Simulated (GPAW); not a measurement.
Crystal: C.

```
C
1.0
     2.52210    0.00000    0.00000
    -1.26105    2.18420    0.00000
     0.00000    0.00000    8.23710
C
8
Direct
  0.66667 0.33333 0.84375
  0.33333 0.66667 0.34375
  0.66667 0.33333 0.65625
  0.33333 0.66667 0.15625
  0.00000 0.00000 0.90625
  0.00000 0.00000 0.40625
  0.00000 0.00000 0.59375
  0.00000 0.00000 0.09375
```

This is a hexagonal form of diamond, not graphite.

```yaml
Program: GPAW 26.7.0
Task: relaxation of cell and atoms
Functional: MS2
Potentials_or_basis: GPAW PAW data sets (gpaw-data 1.2.1)
Cutoff: 800 eV
Basis: pw
k_mesh: 7 × 7 × 2
Occupations: fermi-dirac, width 0.05 eV
Spin: no spin polarisation
```

At the start: pressure -6.1 GPa; volume 5.67 Å³/atom.

Problem. Where does the relaxation end?

Solution. Over 7 steps the energy falls by 3.4 meV/atom and the volume is 5.59 Å³/atom (-1.4 %); space group P6_3/mmc (No. 194, to 0.05 Å).

Step by step:
| step | energy change (eV) | largest force (eV/Å) | pressure (GPa) | volume (Å³) |
| --- | --- | --- | --- | --- |
| 1 | 0.0000 | 0.3274 | -6.11 | 45.38 |
| 2 | -0.0109 | 0.0855 | -5.63 | 45.32 |
| 3 | -0.0159 | 0.0773 | -4.69 | 45.23 |
| 4 | -0.0203 | 0.1567 | -3.34 | 45.10 |
| 5 | -0.0254 | 0.1608 | -0.91 | 44.86 |
| 6 | -0.0268 | 0.0700 | 0.18 | 44.75 |
| 7 | -0.0271 | 0.0086 | 0.24 | 44.74 |

Final structure:
```
C
1.0
     2.50251    0.00000    0.00000
    -1.25125    2.16724    0.00000
     0.00000    0.00000    8.24966
C
8
Direct
  0.66667 0.33333 0.84447
  0.33333 0.66667 0.34447
  0.66667 0.33333 0.65553
  0.33333 0.66667 0.15553
  0.00000 0.00000 0.90702
  0.00000 0.00000 0.40702
  0.00000 0.00000 0.59298
  0.00000 0.00000 0.09298
```

Caveat: the k mesh is coarse; later steps reuse the first step's grids; the PAW data sets were made with another functional, which shifts forces and pressure a little.
